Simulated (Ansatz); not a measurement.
Molecular dynamics of ZrO2

input.yaml

```yaml
crystal:
  lattice:
    - [-3.655063, -3.655063, 0.0]
    - [3.655063, -3.655063, 0.0]
    - [0.0, 0.0, 5.261884]
  atoms:
    - { symbol: Zr, position: [0.5, 0.5, 0.0] }
    - { symbol: Zr, position: [0.0, 0.5, 0.5] }
    - { symbol: O, position: [0.25, 0.25, 0.203] }
    - { symbol: O, position: [0.25, 0.25, 0.703] }
    - { symbol: O, position: [0.25, 0.75, 0.297] }
    - { symbol: O, position: [0.25, 0.75, 0.797] }
    - { symbol: Zr, position: [0.0, 0.0, 0.0] }
    - { symbol: Zr, position: [0.5, 0.0, 0.5] }
    - { symbol: O, position: [0.75, 0.75, 0.203] }
    - { symbol: O, position: [0.75, 0.75, 0.703] }
    - { symbol: O, position: [0.75, 0.25, 0.297] }
    - { symbol: O, position: [0.75, 0.25, 0.797] }
basis:
  ecutwfc: 420.0
kpoints:
  mp_grid: { grid: [2, 2, 2] }
hamiltonian:
  xc: pbe
  dispersion: d3bj
  pseudopotentials: { kind: paw, azcp: { folder: soft_1 } }
scf:
  occupations: { method: fermi_dirac, width: 0.36 }
  lower_state_search: "off"
md:
  timestep: 0.75
  n_steps: 200
  ensemble: nvt_langevin
  temperature: 4200.0
  initial_velocities: maxwell_boltzmann
  seed: 994107
  friction: 0.02
```

Command:

```bash
$ ansatz run input.yaml --threads 1 --pin off --max-ram 3072MiB --backend cpu --events-out ev --progress --plain --runs-dir out
```

It starts from an unrelaxed structure (largest force component 0.33 eV/Å).

Output, in part (step lines):

```
md step     0: t =     0.00 fs  T =  3850.0 K  F+E_penalty+E_count = -21298.63434890 eV  E_kin = 5.971812 eV  (10 SCF iters)
md step     1: t =     0.75 fs  T =  3610.4 K  F+E_penalty+E_count = -21298.63729816 eV  E_kin = 5.600232 eV  (8 SCF iters)
md step     2: t =     1.50 fs  T =  3737.8 K  F+E_penalty+E_count = -21298.60336489 eV  E_kin = 5.797815 eV  (8 SCF iters)
md step     3: t =     2.25 fs  T =  3622.1 K  F+E_penalty+E_count = -21298.53467817 eV  E_kin = 5.618306 eV  (8 SCF iters)
md step     4: t =     3.00 fs  T =  3502.0 K  F+E_penalty+E_count = -21298.43613314 eV  E_kin = 5.431965 eV  (8 SCF iters)
md step     5: t =     3.75 fs  T =  3659.1 K  F+E_penalty+E_count = -21298.30436864 eV  E_kin = 5.675670 eV  (6 SCF iters)
md step     6: t =     4.50 fs  T =  3980.2 K  F+E_penalty+E_count = -21298.13401040 eV  E_kin = 6.173722 eV  (7 SCF iters)
md step     7: t =     5.25 fs  T =  3626.6 K  F+E_penalty+E_count = -21297.93111664 eV  E_kin = 5.625258 eV  (6 SCF iters)
[... lines left out ...]
md step   198: t =   148.50 fs  T =  3806.1 K  F+E_penalty+E_count = -21293.54395711 eV  E_kin = 5.903696 eV  (5 SCF iters)
md step   199: t =   149.25 fs  T =  3920.1 K  F+E_penalty+E_count = -21293.50320617 eV  E_kin = 6.080476 eV  (5 SCF iters)
md step   200: t =   150.00 fs  T =  4425.6 K  F+E_penalty+E_count = -21293.44669081 eV  E_kin = 6.864562 eV  (6 SCF iters)
```

The steps, from the saved trajectory:

| time (fs) | T (K) | potential energy less start (eV) |
| --- | --- | --- |
| 0 | 3850 | 0.000 |
| 4.5 | 3980 | 0.500 |
| 9 | 2968 | 2.011 |
| 13.5 | 2428 | 3.120 |
| 18 | 3313 | 3.215 |
| 22.5 | 4172 | 2.707 |
| 27 | 4533 | 2.336 |
| 31.5 | 3890 | 2.357 |
| 36 | 3235 | 3.044 |
| 40.5 | 2692 | 3.861 |
| 45 | 2282 | 4.514 |
| 49.5 | 2017 | 4.623 |
| 54 | 2975 | 4.543 |
| 58.5 | 4161 | 4.906 |
| 63 | 4044 | 6.318 |
| 67.5 | 3280 | 7.238 |
| 72 | 3563 | 6.680 |
| 76.5 | 2595 | 6.081 |
| 81 | 2861 | 5.465 |
| 85.5 | 3786 | 5.174 |
| 90 | 5057 | 4.737 |
| 94.5 | 5271 | 4.503 |
| 99 | 4499 | 4.631 |
| 103.5 | 4504 | 4.905 |
| 108 | 3588 | 5.337 |
| 112.5 | 3379 | 5.684 |
| 117 | 3316 | 5.640 |
| 121.5 | 2928 | 5.219 |
| 126 | 3468 | 4.637 |
| 130.5 | 3458 | 4.698 |
| 135 | 4085 | 5.040 |
| 139.5 | 3723 | 5.110 |
| 144 | 4212 | 4.889 |
| 148.5 | 3806 | 5.090 |

The run went to its last step. A run of 0.15 ps of so small a system gives no equilibrium averages. Limits of this set-up: coarse k mesh.

Mean squared displacements from the first frame to the last, about the centre of mass: Zr 0.12 Å², O 0.41 Å².

Last frame:

```xyz
12
Lattice="-3.6551 -3.6551 0.0000 3.6551 -3.6551 0.0000 0.0000 0.0000 5.2619" Properties=species:S:1:pos:R:3
Zr 0.318 -3.588 0.249
Zr 1.657 -1.687 2.900
O 0.881 -1.781 0.839
O 0.001 -1.556 3.786
O 2.172 -4.587 1.136
O 1.573 -3.797 3.865
Zr -0.046 0.133 -0.387
Zr -1.889 -1.903 2.790
O 0.196 -5.900 1.398
O -0.234 -5.592 3.594
O -1.139 -3.740 1.779
O -2.046 -3.564 3.860
```

Time of the run: 12 min on 1 thread of Arm Neoverse V1, with other jobs on the host, peak memory 0.49 GiB.
